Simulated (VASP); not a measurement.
Wanted: the native input for a VASP 6.6.1 run.

* Task: relaxation of cell and atoms
* Functional: PBEsol
* Potentials or basis: VASP PAW PBE potentials, release 64 (Nb_sv, Sn_d)
* Cutoff: 600 eV
* k mesh: 8 × 8 × 8
* Occupations: methfessel-paxton, width 0.1 eV
* Spin: no spin polarisation
* Further INCAR settings: ALGO = Normal; EDIFF = 1e-06; IBRION = 2; EDIFFG = -0.01; NSW = 90; ISIF = 3

The structure of Nb3Sn lies in POSCAR:

```
Nb3Sn
1.0
    5.2821000000      0.0000000000      0.0000000000
    0.0000000000      5.2821000000      0.0000000000
    0.0000000000      0.0000000000      5.2821000000
Nb Sn
6 2
Direct
    0.2500000000      0.0000000000      0.5000000000
    0.5000000000      0.7500000000      0.0000000000
    0.7500000000      0.0000000000      0.5000000000
    0.5000000000      0.2500000000      0.0000000000
    0.0000000000      0.5000000000      0.7500000000
    0.0000000000      0.5000000000      0.2500000000
    0.0000000000      0.0000000000      0.0000000000
    0.5000000000      0.5000000000      0.5000000000
```

One way to write it, as run:

INCAR

```
PREC = Accurate ; ENCUT = 600
EDIFF = 1E-6 ; ISMEAR = 1
SIGMA = 0.1 ; LREAL = F
LASPH = T ; NELM = 80
ALGO = Normal ; ISIF = 3
LWAVE = F ; LCHARG = F
GGA = PS ; IBRION = 2
NSW = 90 ; EDIFFG = -0.01
KPAR = 4
```

KPOINTS

```
regular mesh
0
Gamma
  8 8 8
```

Potentials or basis: VASP PAW PBE potentials, release 64 (Nb_sv, Sn_d).

Run with:

```sh
$ cat potpaw_PBE.64/Nb_sv/POTCAR potpaw_PBE.64/Sn_d/POTCAR > POTCAR
$ mpirun -np 4 vasp_std > vasp.out
```

Results of the run:

* Relaxed volume: 18.16 Å³/atom
* Relaxed cell: a = 5.257 Å, b = 5.257 Å, c = 5.257 Å, α = 90.00°, β = 90.00°, γ = 90.00°
* Space group after relaxing (to 0.05 Å): Pm-3n (No. 223)
* Energy gained by relaxing: 2.1 meV/atom
* Ionic steps: 3
* Pressure after relaxing: 0.0 GPa
* Band gap on the k mesh: none (metal or under the smearing width)

Caveat: the PAW data sets were made with another functional, which shifts forces and pressure a little.

Wall time 3.6 min on 4 MPI ranks on AMD EPYC 9R45 96-Core Processor (Zen 5), on a shared host, peak memory 0.45 GiB a rank.
